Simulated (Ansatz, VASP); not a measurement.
## TaN: VASP beside Ansatz

Contents of INCAR:

```
PREC     = Accurate       # precision mode
ENCUT    = 520            # plane-wave cutoff, eV
EDIFF    = 1E-6           # SCF threshold, eV
ISMEAR   = -1             # smearing method
SIGMA    = 0.02           # smearing width, eV
LREAL    = F              # projectors in reciprocal space
LASPH    = T              # aspherical terms in the spheres
NELM     = 100            # most SCF steps
ALGO     = Normal         # electronic algorithm
ISIF     = 2              # what is computed and relaxed
LWAVE    = F              # write WAVECAR
LCHARG   = T              # write CHGCAR
GGA      = PS             # functional
LELF     = T              # ELF
LVHAR    = T            
NBANDS   = 15             # bands
```

Contents of KPOINTS:

```
Automatic mesh
0
Gamma
  12 12 10
```

File POSCAR:

```
TaN
1.0
    2.9673788470      0.0000000000      0.0000000000
   -1.4836894235      2.5698254642      0.0000000000
    0.0000000000      0.0000000000      2.8830000000
Ta N
1 1
Direct
    0.3333333333      0.6666666667      0.5000000000
    0.0000000000      0.0000000000      0.0000000000
```

Input for Ansatz:

```yaml
crystal:
  lattice:
    - [2.967378847, 0.0, 0.0]
    - [-1.4836894235, 2.5698254642, 0.0]
    - [0.0, 0.0, 2.883]
  atoms:
    - { symbol: Ta, position: [0.3333333333, 0.6666666667, 0.5] }
    - { symbol: "N", position: [0.0, 0.0, 0.0] }
kpoints:
  mp_grid: { grid: [12, 12, 10] }
  band_path:
    path:
      - [0.0, 0.0, 0.0]
      - [0.5, 0.0, 0.0]
      - [0.3333333333, 0.3333333333, 0.0]
      - [0.0, 0.0, 0.0]
      - [0.0, 0.0, 0.5]
      - [0.5, 0.0, 0.5]
      - [0.3333333333, 0.3333333333, 0.5]
      - [0.0, 0.0, 0.5]
      - [0.5, 0.0, 0.5]
    npoints: 5
scf:
  occupations: { method: fermi_dirac, width: 0.02 }
hamiltonian:
  xc: pbesol
  pseudopotentials: { kind: all_electron, lapw: { basis_error: 0.0005 } }
output:
  forces: true
  stress: true
  eigenvalues: true
```

Change from the starting cell: equal xx and yy strain of +1 %.

Alike in both runs: task single point; functional PBEsol; k mesh 12 × 12 × 10; occupations fermi-dirac, width 0.02 eV; no spin polarisation.

|  | VASP | Ansatz |
| --- | --- | --- |
| version | VASP 6.6.1 | Ansatz 0.2.0 |
| potentials or method | VASP PAW PBE potentials, release 64 (Ta_pv, N) | all-electron LAPW, scalar-relativistic |
| plane-wave cutoff (eV) | 520 | see its input |

|  | VASP | Ansatz | Ansatz less VASP |
| --- | --- | --- | --- |
| pressure (GPa) | -10.4 | -11.0 | -0.56 |
| largest component of the traceless stress (GPa) | 3.49 | 3.36 | -0.127 |

Ansatz ran all-electron here, so the differences hold the error of VASP's frozen core and of both bases.

Caveats: the PAW data sets were made with another functional, which shifts forces and pressure a little (VASP). Spin-orbit coupling is left out, which matters for the levels of Ta.
